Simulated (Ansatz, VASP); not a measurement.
This is a calculation of SnTe for VASP 6.6.1.

INCAR

```
ALGO     = Normal         # electronic algorithm
EDIFF    = 1E-7           # SCF threshold, eV
ENCUT    = 520            # plane-wave cutoff, eV
GGA      = PE             # functional
ISIF     = 2              # what is computed and relaxed
ISMEAR   = -1             # smearing method
LASPH    = True           # aspherical terms in the spheres
LCHARG   = False          # write CHGCAR
LREAL    = False          # projectors in reciprocal space
LWAVE    = False          # write WAVECAR
NBANDS   = 17             # bands
NELM     = 60             # most SCF steps
PREC     = Accurate       # precision mode
SIGMA    = 0.05           # smearing width, eV
```

The input KPOINTS:

```
k-points
0
Gamma
  7 7 7
```

The input POSCAR:

```
SnTe
1.0
    0.0000000000      3.6586665285      3.6586665285
    3.6586665285      0.0000000000      3.6586665285
    3.6586665285      3.6586665285      0.0000000000
Te Sn
1 1
Direct
    0.2500000000      0.2500000000      0.2500000000
    0.0000000000      0.0000000000      0.0000000000
```

Potentials or basis: VASP PAW PBE potentials, release 64 (Te, Sn_d).

Launch:

```sh
$ cat potpaw_PBE.64/Te/POTCAR potpaw_PBE.64/Sn_d/POTCAR > POTCAR
$ mpirun -np 1 vasp_std > vasp.out
```

Set up the same calculation for Ansatz 0.2.0. Potentials there: Ansatz PAW.

As run (the cutoff follows the program's own potentials):

Contents of input.yaml:

```yaml
crystal:
  lattice:
    - [0.0, 3.6586665285, 3.6586665285]
    - [3.6586665285, 0.0, 3.6586665285]
    - [3.6586665285, 3.6586665285, 0.0]
  atoms:
    - { symbol: Te, position: [0.25, 0.25, 0.25] }
    - { symbol: Sn, position: [0.0, 0.0, 0.0] }
hamiltonian:
  xc: pbe
  pseudopotentials: { kind: paw }
kpoints:
  mp_grid: { grid: [7, 7, 7] }
scf:
  occupations: { method: fermi_dirac, width: 0.05 }
output:
  forces: true
  stress: true
  eigenvalues: true
```

Potentials or basis: Ansatz PAW.

Run with:

```sh
$ ansatz run input.yaml --threads 2 --pin off --max-ram 5120MiB --backend cpu --events-out ev --progress --plain --runs-dir out
```

Both were run:

|  | VASP | Ansatz | Ansatz less VASP |
| --- | --- | --- | --- |
| gap on the k mesh at the Fermi level (eV) | 0.42 | 0.42 | +0.002 |
| least direct gap on the mesh (eV) | 0.86 | 0.87 | +0.001 |
| pressure (GPa) | -0.9 | -0.9 | +0.01 |

The two sets of potentials don't hold the same shells in valence.

Caveats: spin-orbit coupling is left out, which moves the levels of the heavy elements; an odd mesh through Γ misses points on the zone boundary, where band edges often lie (VASP); odd divisions of the mesh miss points on the zone boundary, where band edges often lie, so the gap on the mesh can be too wide (Ansatz).
